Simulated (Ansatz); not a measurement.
**AlN: a sublattice displacement scan**

This session takes AlN and sets out to map the energy as every Al atom is pushed off its site.

Computed with Ansatz 0.2.0 (DFT r2SCAN, scalar-relativistic, plane waves, PAW, unless a step's input says otherwise).

## (1) The system as given

The structure is cubic, space group F-43m (No. 216). The conventional cell has a = 4.368 Å, b = 4.368 Å, c = 4.368 Å, α = 90.00°, β = 90.00°, γ = 90.00°. Al (site symmetry -43m) has 4 N at 1.89 Å in its first shell of neighbours. N (site symmetry -43m) has 4 Al at 1.89 Å in its first shell of neighbours.

As a file:

```cif
data_structure
_symmetry_space_group_name_H-M 'F-43m'
_symmetry_Int_Tables_number 216
_cell_length_a 4.3680
_cell_length_b 4.3680
_cell_length_c 4.3680
_cell_angle_alpha 90.000
_cell_angle_beta 90.000
_cell_angle_gamma 90.000
_cell_volume 83.34
loop_
_atom_site_label
_atom_site_type_symbol
_atom_site_symmetry_multiplicity
_atom_site_Wyckoff_symbol
_atom_site_fract_x
_atom_site_fract_y
_atom_site_fract_z
_atom_site_occupancy
Al1 Al 4 a 0.00000 0.00000 0.00000 1
N1 N 4 c 0.25000 0.25000 0.25000 1
```

It goes back to an entry of the Materials Project, which need not be the stable form.

The cell is taken as given, not relaxed at this level.

## (2) Zero of energy

Reference values: F = -928.4372 eV; pressure 0.26 GPa; largest force 0.000 eV/Å; gap on the mesh 3.94 eV. It was computed beforehand with the settings of the runs below.

## (3) The scan: a sublattice displacement scan

Every Al atom is moved by x along the Cartesian unit vector (0.577, 0.577, 0.577); the cell and all other atoms stay fixed. Forces below are components along that vector, summed over the moved atoms.

## (4) x = -0.200 Å

Contents of input.yaml:

```yaml
crystal:
  lattice:
    - [0.0, 2.1839935596, 2.1839935596]
    - [2.1839935596, 0.0, 2.1839935596]
    - [2.1839935596, 2.1839935596, 0.0]
  atoms:
    - { symbol: Al, position: [-0.0264355298, -0.0264355298, -0.0264355298] }
    - { symbol: "N", position: [0.75, 0.75, 0.75] }
basis:
  ecutwfc: 500
kpoints:
  mp_grid: { grid: [10, 10, 10] }
hamiltonian:
  xc: r2scan
scf:
  occupations: { method: gaussian, width: 0.05 }
output:
  forces: true
  stress: true
  eigenvalues: true
```

Started as:

```sh
$ ansatz run input.yaml --threads 1 --pin off --max-ram 2560MiB --backend cpu --events-out ev --progress --plain --runs-dir out
```

## (5) At x = 0.150 Å

Edit input.yaml of step 4 so:

```diff
@@ -6,3 +6,3 @@
   atoms:
-    - { symbol: Al, position: [-0.0264355298, -0.0264355298, -0.0264355298] }
+    - { symbol: Al, position: [0.0198266474, 0.0198266474, 0.0198266474] }
     - { symbol: "N", position: [0.75, 0.75, 0.75] }
```

## (6) x = -0.100 Å

Edit input.yaml of step 5 so:

```diff
@@ -6,3 +6,3 @@
   atoms:
-    - { symbol: Al, position: [0.0198266474, 0.0198266474, 0.0198266474] }
+    - { symbol: Al, position: [-0.0132177649, -0.0132177649, -0.0132177649] }
     - { symbol: "N", position: [0.75, 0.75, 0.75] }
```

## (7) x = 0.050 Å

Edit input.yaml of step 6 so:

```diff
@@ -6,3 +6,3 @@
   atoms:
-    - { symbol: Al, position: [-0.0132177649, -0.0132177649, -0.0132177649] }
+    - { symbol: Al, position: [0.0066088825, 0.0066088825, 0.0066088825] }
     - { symbol: "N", position: [0.75, 0.75, 0.75] }
```

## (8) x = 0.200 Å

Edit input.yaml of step 7 so:

```diff
@@ -6,3 +6,3 @@
   atoms:
-    - { symbol: Al, position: [0.0066088825, 0.0066088825, 0.0066088825] }
+    - { symbol: Al, position: [0.0264355298, 0.0264355298, 0.0264355298] }
     - { symbol: "N", position: [0.75, 0.75, 0.75] }
```

## (9) x = -0.150 Å

Edit input.yaml of step 8 so:

```diff
@@ -6,3 +6,3 @@
   atoms:
-    - { symbol: Al, position: [0.0264355298, 0.0264355298, 0.0264355298] }
+    - { symbol: Al, position: [-0.0198266474, -0.0198266474, -0.0198266474] }
     - { symbol: "N", position: [0.75, 0.75, 0.75] }
@@ -20 +20,5 @@
   eigenvalues: true
+  write_density: true
+  write_potential: true
+  elf: true
+  volumetric_format: npy
```

## (10) Point x = 0.100 Å

Edit input.yaml of step 9 so:

```diff
@@ -6,3 +6,3 @@
   atoms:
-    - { symbol: Al, position: [-0.0198266474, -0.0198266474, -0.0198266474] }
+    - { symbol: Al, position: [0.0132177649, 0.0132177649, 0.0132177649] }
     - { symbol: "N", position: [0.75, 0.75, 0.75] }
```

## (11) Point x = -0.050 Å

Edit input.yaml of step 10 so:

```diff
@@ -6,3 +6,3 @@
   atoms:
-    - { symbol: Al, position: [0.0132177649, 0.0132177649, 0.0132177649] }
+    - { symbol: Al, position: [-0.0066088825, -0.0066088825, -0.0066088825] }
     - { symbol: "N", position: [0.75, 0.75, 0.75] }
@@ -20,5 +20 @@
   eigenvalues: true
-  write_density: true
-  write_potential: true
-  elf: true
-  volumetric_format: npy
```

## (12) Point x = 0.175 Å

Edit input.yaml of step 11 so:

```diff
@@ -6,3 +6,3 @@
   atoms:
-    - { symbol: Al, position: [-0.0066088825, -0.0066088825, -0.0066088825] }
+    - { symbol: Al, position: [0.0231310886, 0.0231310886, 0.0231310886] }
     - { symbol: "N", position: [0.75, 0.75, 0.75] }
```

(Steps that only read results are left out.)

**Question.** What will these runs give?

As calculated:

| quantity | value |
| --- | --- |
| force constant along x, over ±0.050 Å | 15.08 eV/Å² |

What this shows: Near the site the force constant is 15.08 eV/Å². No sampled point lies below the undisturbed cell. The well is lopsided: x = -0.200 Å costs 413 meV against 218 meV on the other side, and the dearer side brings atoms closer together. The gap on the mesh stays between 3.34 and 3.94 eV.
